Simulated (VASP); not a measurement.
# CaH (P4/mmm) in VASP: reference runs

Reference runs on CaH: the cell as given.

Program: VASP 6.6.1. These are calculated values, not measurements. Logs are shortened: lines on timing, memory, paths and dates and some standing lists are left out, and cuts for length are marked.

### 1 The structure

The structure is tetragonal, space group P4/mmm (No. 123). The conventional cell has a = 3.227 Å, b = 3.227 Å, c = 7.631 Å, α = 90.00°, β = 90.00°, γ = 90.00°. Ca (site symmetry 4/mmm) is surrounded by 4 Ca at 3.23 Å and 8 H at 3.52 Å. Ca (site symmetry 4/mmm) is surrounded by 8 H at 2.55 Å. H (site symmetry 4mm) has 1 H at 2.28 Å and 4 Ca at 2.55 Å as nearest neighbours.

The cell was built by a generator and needn't be a form met in nature.

### 2 Single point, PBE

File INCAR:

```
ALGO = Normal
EDIFF = 1E-7
ENCUT = 520
GGA = PE
ISIF = 2
ISMEAR = -1
LASPH = T
LCHARG = F
LREAL = F
LWAVE = F
NBANDS = 19
NELM = 100
PREC = Accurate
SIGMA = 0.05
```

File KPOINTS:

```
k-points
0
Gamma
  8 8 4
```

File POSCAR:

```
CaH
1.0
    3.2271100000      0.0000000000      0.0000000000
    0.0000000000      3.2271100000      0.0000000000
    0.0000000000      0.0000000000      7.6307800000
Ca H
2 2
Direct
    0.5000000000      0.5000000000      0.0000000000
    0.5000000000      0.5000000000      0.5000000000
    0.0000000000      0.0000000000      0.6492100000
    0.0000000000      0.0000000000      0.3507900000
```

Potentials or basis: VASP PAW PBE potentials, release 64 (Ca_sv, H).

Launch:

```sh
> cat potpaw_PBE.64/Ca_sv/POTCAR potpaw_PBE.64/H/POTCAR > POTCAR
> mpirun -np 1 vasp_std > vasp.out
```

OUTCAR:

```text
EDIFF = 1E-7
   ENCUT = 520
   GGA = PE
   ISIF = 2
   ISMEAR = -1
   LASPH = T
   LREAL = F
   NELM = 100
   PREC = Accurate

 ion  position               nearest neighbor table
   1  0.500  0.500  0.000-
   2  0.500  0.500  0.500-
   3  0.000  0.000  0.649-
   4  0.000  0.000  0.351-

  LATTYP: Found a simple tetragonal cell.
 ALAT       =     3.2271100000
 C/A-ratio  =     2.3645862707

  Lattice vectors:

 A1 = (   3.2271100000,   0.0000000000,   0.0000000000)
 A2 = (   0.0000000000,   3.2271100000,   0.0000000000)
 A3 = (   0.0000000000,   0.0000000000,   7.6307800000)

Analysis of symmetry for initial positions (statically):
=====================================================================
 Subroutine PRICEL returns:
 Original cell was already a primitive cell.

 Routine SETGRP: Setting up the symmetry group for a
 simple tetragonal supercell.

 Subroutine GETGRP returns: Found 16 space group operations
 (whereof 16 operations were pure point group operations)
 out of a pool of 16 trial point group operations.

The static configuration has the point symmetry D_4h.

Analysis of symmetry for dynamics (positions and initial velocities):
=====================================================================
 Subroutine PRICEL returns:
 Original cell was already a primitive cell.

 Routine SETGRP: Setting up the symmetry group for a
 simple tetragonal supercell.

 Subroutine GETGRP returns: Found 16 space group operations
 (whereof 16 operations were pure point group operations)
 out of a pool of 16 trial point group operations.

The dynamic configuration has the point symmetry D_4h.

 Subroutine INISYM returns: Found 16 space group operations
 (whereof 16 operations are pure point group operations),
 and found     1 'primitive' translations

----------------------------------------------------------------------------------------

                                     Primitive cell

  volume of cell :      79.4688

  direct lattice vectors                    reciprocal lattice vectors
     3.227110000  0.000000000  0.000000000     0.309874780  0.000000000  0.000000000
[... 84 lines left out ...]
   ISPIN  =      1    spin polarized calculation?
   LNONCOLLINEAR =      F non collinear calculations
   LSORBIT =      F    spin-orbit coupling
   LASPH  =      T    aspherical Exc in radial PAW
   ENCUT  =  520.0 eV  38.22 Ry    6.18 a.u.   6.00  6.00 14.19*2*pi/ulx,y,z
   NELM   =    100;   NELMIN=  2; NELMDL= -5     # of ELM steps
   EDIFF  = 0.1E-06   stopping-criterion for ELM
   LREAL  =      F    real-space projection
   EDIFFG = 0.1E-05   stopping-criterion for IOM
   NSW    =      0    number of steps for IOM
   IBRION =     -1    ionic relax: 0-MD 1-quasi-New 2-CG
   NFREE  =      0    steps in history (QN), initial steepest desc. (CG)
   ISIF   =      2    stress and relaxation
   ISYM   =      2    0-nonsym 1-usesym 2-fastsym
   POTIM  = 0.5000    time-step for ionic-motion
   TEBEG  =    0.0;   TEEND  =   0.0 temperature during run
   PSTRESS=    0.0 pullay stress
   NELECT =      22.0000    total number of electrons
   NUPDOWN=      -1.0000    fix difference up-down
   EMIN   =  10.00;   EMAX   =-10.00  energy-range for DOS
   EFERMI =   0.00;   METHOD = LEGACY
   ISMEAR =    -1;   SIGMA  =   0.05  broadening in eV -4-tet -1-fermi 0-gaus
   EFERMI_NEDOS =   21; number of points for ismear=-14 and -15
   IALGO  =     38    algorithm
   IMIX   =      4    mixing-type and parameters
     AMIX     =   0.40;   BMIX     =  1.00
     AMIX_MAG =   1.60;   BMIX_MAG =  1.00
  volume/ion in A,a.u.               =      19.87       134.07
  Fermi-wavevector in a.u.,A,eV,Ry     =   1.066965  2.016272 15.489071  1.138415
  Thomas-Fermi vector in A             =   2.202566
   LORBIT       =      0    0 simple, 1 ext, 2 COOP (PROOUT), +10 PAW based schemes
   GGA     = PE    functional components
   LHFCALC =     F    Hartree Fock is set to
   AEXX    =    0.0000 exact exchange contribution
   IVDW    =     0    specifies the selected vdW correction
   LEPSILON=     F    determine dielectric tensor
   LRPA    =     F    only Hartree local field effects (RPA)
 non-spin polarized calculation
  energy-cutoff  :      520.00
  volume of cell :       79.47
 maximum number of plane-waves:      2164
   NGX = 13   NGY = 13   NGZ = 29

 number of electron      21.9999999 magnetization

 Free energy of the ion-electron system (eV)
  ---------------------------------------------------
  ext. energy  EPLUGINS =         0.00000000
  ---------------------------------------------------
  free energy    TOTEN  =       -10.14305074 eV

  energy without entropy =      -10.12772803  energy(sigma->0) =      -10.13538938

 E-fermi :   2.7648     XC(G=0):  -8.2811

 val. band max:        2.7545257359   @ k =   0.3750   0.0000   0.0000
 cond. band min:       2.7853344548   @ k =   0.5000   0.2500   0.0000
 fundamental gap:      0.0308087190
 Fermi energy:         2.7647705738

 k-point     1 :       0.0000    0.0000    0.0000
  band No.  band energies     occupation
      1     -39.5807      2.00000
      2     -39.3718      2.00000
      3     -20.6741      2.00000
      4     -20.3773      2.00000
      5     -20.3245      2.00000
      6     -20.3245      2.00000
[... 505 lines left out ...]
      6     -20.3488      2.00000
[... 11 lines left out ...]
     18       6.2017      0.00000
     19       6.3652      0.00000

 [... further k-points ...]

------------------------ aborting loop because EDIFF is reached ----------------------------------------

  FORCE on cell =-STRESS in cart. coord.  units (eV):
  Direction    XX          YY          ZZ          XY          YZ          ZX
  --------------------------------------------------------------------------------------
  -------------------------------------------------------------------------------------
  Total        0.0637329      0.0637329     -0.0171055      0.0000000      0.0000000      0.0000000
  in kB        1.2849255      1.2849255     -0.3448665      0.0000000      0.0000000      0.0000000
  external PRESSURE =       0.7416615 kB  Pullay stress =       0.0000000 kB

 VOLUME and BASIS-vectors are now :
 -----------------------------------------------------------------------------
  energy-cutoff  :      520.00
  volume of cell :       79.47
      direct lattice vectors                 reciprocal lattice vectors
     3.227110000  0.000000000  0.000000000     0.309874780  0.000000000  0.000000000
     0.000000000  3.227110000  0.000000000     0.000000000  0.309874780  0.000000000
     0.000000000  0.000000000  7.630780000     0.000000000  0.000000000  0.131048202

 POSITION                                       TOTAL-FORCE (eV/Angst)
 -----------------------------------------------------------------------------------
      1.61356      1.61356      0.00000        -0.000000      0.000000      0.000000
      1.61356      1.61356      3.81539        -0.000000      0.000000      0.000000
      0.00000      0.00000      4.95398         0.000000      0.000000      0.012695
      0.00000      0.00000      2.67680        -0.000000     -0.000000     -0.012695
 -----------------------------------------------------------------------------------
    total drift:                                0.000000     -0.000000     -0.000000

  FREE ENERGIE OF THE ION-ELECTRON SYSTEM (eV)
  ---------------------------------------------------
  free  energy   TOTEN  =       -10.1430507412 eV

  energy  without entropy=      -10.1277280256  energy(sigma->0) =      -10.13538938
```

OSZICAR:

```text
N       E                     dE             d eps       ncg     rms          rms(c)
DAV:   1     0.182796315034E+03    0.18280E+03   -0.10899E+04  1710   0.106E+03
DAV:   2     0.377767728438E+00   -0.18242E+03   -0.17960E+03  1823   0.316E+02
DAV:   3    -0.105099849705E+02   -0.10888E+02   -0.10634E+02  3282   0.581E+01
DAV:   4    -0.108533737590E+02   -0.34339E+00   -0.34108E+00  2222   0.109E+01
DAV:   5    -0.108689099563E+02   -0.15536E-01   -0.15526E-01  2788   0.146E+00    0.512E+00
DAV:   6    -0.102727790482E+02    0.59613E+00   -0.15537E+00  2335   0.322E+00    0.291E+00
DAV:   7    -0.101516346353E+02    0.12114E+00   -0.43506E-01  2263   0.261E+00    0.105E+00
DAV:   8    -0.101414435941E+02    0.10191E-01   -0.82126E-02  2472   0.141E+00    0.372E-01
DAV:   9    -0.101428816974E+02   -0.14381E-02   -0.98724E-03  2178   0.563E-01    0.731E-02
DAV:  10    -0.101429961591E+02   -0.11446E-03   -0.30967E-04  2626   0.113E-01    0.430E-02
DAV:  11    -0.101430444775E+02   -0.48318E-04   -0.17235E-04  2357   0.790E-02    0.135E-02
DAV:  12    -0.101430507950E+02   -0.63175E-05   -0.32848E-05  2418   0.351E-02    0.715E-03
DAV:  13    -0.101430507120E+02    0.82967E-07   -0.42557E-06  2539   0.957E-03    0.210E-03
DAV:  14    -0.101430507412E+02   -0.29192E-07   -0.25117E-07  1855   0.389E-03
   1 F= -.10143051E+02 E0= -.10135389E+02  d E =-.153227E-01
```

stdout:

```text
POSCAR found type information on POSCAR CaH
 POSCAR found :  2 types and       4 ions
 scaLAPACK will be used
 LDA part: xc-table for (Slater+PW92), standard interpolation
 POSCAR, INCAR and KPOINTS ok, starting setup
 FFT: planning ... GRIDC
 FFT: planning ... GRID_SOFT
 FFT: planning ... GRID
 WAVECAR not read
 entering main loop
```

Wall time 23 s (1 thread of Intel Xeon 6975P-C (Granite Rapids), shared host); peak memory 0.2 GiB.

Results:

- Free energy: -10.1431 eV
- Pressure: 0.1 GPa
- Largest force: 0.013 eV/Å
- Band gap on the k mesh: none (metal or under the smearing width)

Forces on the atoms (eV/Å):
```
Ca   0.000  0.000  0.000
Ca   0.000  0.000  0.000
H    0.000  0.000  0.013
H    0.000  0.000 -0.013
```

Levels at points of the mesh, in eV from the Fermi level:
| k point | band 7 | band 8 | band 9 | band 10 | band 11 | band 12 | band 13 | band 14 | band 15 | band 16 |
| --- | --- | --- | --- | --- | --- | --- | --- | --- | --- | --- |
| (0.00, 0.00, 0.00) | -22.93 | -22.93 | -6.69 | -4.07 | -2.84 | 0.27 | 0.52 | 0.80 | 3.24 | 3.32 |
| (0.50, 0.00, 0.00) | -23.05 | -22.89 | -4.49 | -3.60 | -1.25 | 0.37 | 0.97 | 1.17 | 1.24 | 1.93 |
| (0.50, 0.50, 0.00) | -23.32 | -23.03 | -4.66 | -1.49 | -0.61 | 0.50 | 0.50 | 1.49 | 2.36 | 2.36 |
| (0.00, 0.00, 0.50) | -22.93 | -22.93 | -6.54 | -4.78 | -1.64 | -0.19 | 0.58 | 0.73 | 2.16 | 3.61 |
| (0.50, 0.00, 0.50) | -23.05 | -22.89 | -4.51 | -3.56 | -0.62 | -0.46 | 0.76 | 1.35 | 1.38 | 1.59 |
| (0.50, 0.50, 0.50) | -23.32 | -23.04 | -4.63 | -1.89 | -0.02 | 1.01 | 1.01 | 1.10 | 1.10 | 2.43 |
